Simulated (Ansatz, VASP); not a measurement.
# Two plane-wave programs on NiO2

```xyz
3
Lattice="2.7628 0.0000 0.0000 -1.3814 2.3926 0.0000 0.0000 0.0000 4.2061" Properties=species:S:1:pos:R:3 pbc="T T T"
Ni    0.0000    0.0000    2.1031
O     1.3814    0.7975    3.0226
O     0.0000    1.5951    1.1835
```

Alike in both runs: functional LDA; k mesh 12 × 12 × 6; occupations gaussian, width 0.02 eV; no spin polarisation.

Ansatz relaxed the structure, and its values are those at the end. VASP's run is a single point on that final structure, the one shown.

|  | VASP | Ansatz |
| --- | --- | --- |
| version | VASP 6.6.1 | Ansatz 0.2.0 |
| potentials or method | VASP PAW LDA potentials, release 64 (Ni, O) | scalar-relativistic, plane waves, PAW |
| plane-wave cutoff (eV) | 520 | 520 |
| valence electrons in the cell | 22 | 30 |

```csv
,VASP,Ansatz,Ansatz less VASP
gap on the k mesh at the Fermi level (eV),0.74,0.77,+0.031
least direct gap on the mesh (eV),0.99,1.02,+0.029
pressure (GPa),1.2,0.0,-1.15
rms of the force components (eV/Å),0.044,0.000,-0.0439
```

The two sets of potentials don't hold the same shells in valence.

A k mesh can miss the band edges. Spin polarisation is off, so any magnetic state and its effect on volume and gap are missing.
